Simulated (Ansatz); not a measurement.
The system is SrO.

```
Sr O
1.0
     0.00000    2.56630    2.56630
     2.56630    0.00000    2.56630
     2.56630    2.56630    0.00000
Sr O
1 1
Direct
  0.50000 0.50000 0.50000
  0.00000 0.00000 0.00000
```

Base run:

| Property | Result |
| --- | --- |
| Program | Ansatz 0.2.0 |
| Functional | r2SCAN |
| Potentials or basis | Ansatz PAW |
| Cutoff | 500 eV (not typed: the program's choice for these potentials) |
| k mesh | 9 × 9 × 9 |
| Occupations | fermi-dirac, width 0.05 eV |
| Spin | no spin polarisation |

Its results: band gap on the k mesh 3.85 eV, indirect (least direct gap 3.93 eV); pressure 1.5 GPa.

Q: After a change of settings the same cell gave: band gap on the k mesh 3.46 eV, indirect (least direct gap 3.54 eV); pressure 5.6 GPa. Which change was it?
A. functional from r2SCAN to PBEsol; cutoff from 500 eV (not typed: the program's choice for these potentials) to 420 eV (not typed: the program's choice for these potentials)
B. functional from r2SCAN to revPBE; cutoff from 500 eV (not typed: the program's choice for these potentials) to 420 eV (not typed: the program's choice for these potentials)
C. k mesh from 9 × 9 × 9 to 7 × 7 × 7
D. functional from r2SCAN to LDA; cutoff from 500 eV (not typed: the program's choice for these potentials) to 420 eV (not typed: the program's choice for these potentials)

A: B.

r2SCAN gives the wider gap, since meta-GGAs in the generalised Kohn-Sham scheme recover part of the derivative discontinuity.

Caveats: the k mesh misses the band edges, so the gap on the mesh is wider than the one along the path; the PAW data sets come from PBE, with cores solved anew for the run's functional, which leaves a small shift of forces and pressure.
